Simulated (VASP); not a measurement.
Write the native input for VASP 6.6.1 that does the following.

- Task: single point
- Functional: PBE
- Potentials or basis: VASP PAW PBE potentials, release 64 (Al, H)
- Cutoff: 520 eV
- k mesh: 6 × 6 × 1
- Occupations: gaussian, width 0.1 eV
- Spin: no spin polarisation
- Dipole correction: yes
- Further INCAR settings: ALGO = Fast; EDIFF = 1e-06; NBANDS = 32

The structure of Al6H lies in POSCAR:

```
Al6H
1.0
    5.7143028096      0.0000000000      0.0000000000
   -2.8571514048      4.9487313980      0.0000000000
    0.0000000000      0.0000000000     22.6016424997
Al H
12 2
Direct
    0.3333333333      0.1666666667      0.1769782882
    0.3333333333      0.6666666667      0.1769782882
    0.8333333333      0.1666666667      0.1769782882
    0.8333333333      0.6666666667      0.1769782882
    0.1666666667      0.3333333333      0.2787817902
    0.1666666667      0.8333333333      0.2787817902
    0.6666666667      0.3333333333      0.2787817902
    0.6666666667      0.8333333333      0.2787817902
    0.0000000000      0.0000000000      0.3805759913
    0.0000000000      0.5000000000      0.3805759913
    0.5000000000      0.0000000000      0.3805759913
    0.5000000000      0.5000000000      0.3805759913
    0.1715463173      0.1666666667      0.4571191010
    0.4951203493      0.1666666667      0.4571191010
```

These files were run (other wordings do the same):

INCAR

```
SYSTEM = Al6H
  ALGO = Fast
  DIPOL = 0.5 0.5 0.304
  EDIFF = 1E-6
  ENCUT = 520
  GGA = PE
  IDIPOL = 3
  ISIF = 2
  ISMEAR = 0
  LASPH = .TRUE.
  LCHARG = .FALSE.
  LDIPOL = .TRUE.
  LREAL = .FALSE.
  LWAVE = .FALSE.
  NBANDS = 32
  NELM = 60
  PREC = Accurate
  SIGMA = 0.1
```

KPOINTS

```
k-points
0
G
  6 6 1
  0 0 0
```

Potentials or basis: VASP PAW PBE potentials, release 64 (Al, H).

Launch:

```bash
$ cat potpaw_PBE.64/Al/POTCAR potpaw_PBE.64/H/POTCAR > POTCAR
$ mpirun -np 1 vasp_std > vasp.out
```

It gave:

| Property | Result |
| --- | --- |
| Largest force | 1.359 eV/Å |
| Band gap on the k mesh | none (metal or under the smearing width) |

It took 6.2 min on 1 thread of Intel(R) Xeon(R) 6975P-C (Granite Rapids) (shared host), peak memory 0.71 GiB.
